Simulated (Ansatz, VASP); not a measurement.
**One calculation of Sn, two programs**

The input INCAR:

```
SYSTEM = Sn
PREC = Accurate
ENCUT = 520
EDIFF = 1E-6
ISMEAR = 0
SIGMA = 0.011
LREAL = .False.
LASPH = .True.
NELM = 80
ALGO = Fast
ISIF = 2
LWAVE = .False.
LCHARG = .True.
GGA = PE
LELF = .True.
LVHAR = .True.
NBANDS = 21
```

File KPOINTS:

```
Automatic mesh
0
Gamma
  7 7 7
  0 0 0
```

Contents of POSCAR:

```
Sn
1.0
    0.0000000000      3.2333428000      3.2333428000
    3.2333428000      0.0000000000      3.2333428000
    3.2333428000      3.2333428000      0.0000000000
Sn
2
Direct
    0.7500000000      0.7500000000      0.7500000000
    0.5000000000      0.5000000000      0.5000000000
```

input.yaml

```yaml
crystal:
  lattice:
    - [0.0, 3.2333428, 3.2333428]
    - [3.2333428, 0.0, 3.2333428]
    - [3.2333428, 3.2333428, 0.0]
  atoms:
    - { symbol: Sn, position: [0.75, 0.75, 0.75] }
    - { symbol: Sn, position: [0.5, 0.5, 0.5] }
hamiltonian:
  xc: pbe
  pseudopotentials: { kind: paw }
kpoints:
  mp_grid: { grid: [7, 7, 7] }
scf:
  occupations: { method: gaussian, width: 0.011 }
output:
  forces: true
  stress: true
  eigenvalues: true
```

This isn't the form of Sn at room conditions, which is tetragonal (white tin).

Alike in both runs: task single point; functional PBE; k mesh 7 × 7 × 7; occupations gaussian, width 0.011 eV; no spin polarisation.

```csv
,VASP,Ansatz
version,VASP 6.6.1,Ansatz 0.2.0
potentials or method,"VASP PAW PBE potentials, release 64 (Sn_d)",Ansatz PAW
plane-wave cutoff (eV),520,420
valence electrons in the cell,28,28
```

```tsv
	VASP	Ansatz	Ansatz less VASP
gap on the k mesh at the Fermi level (eV)	none	none	-
pressure (GPa)	3.8	3.8	+0.06
```

A gap of «none» marks a metal or a gap that the smearing closes.
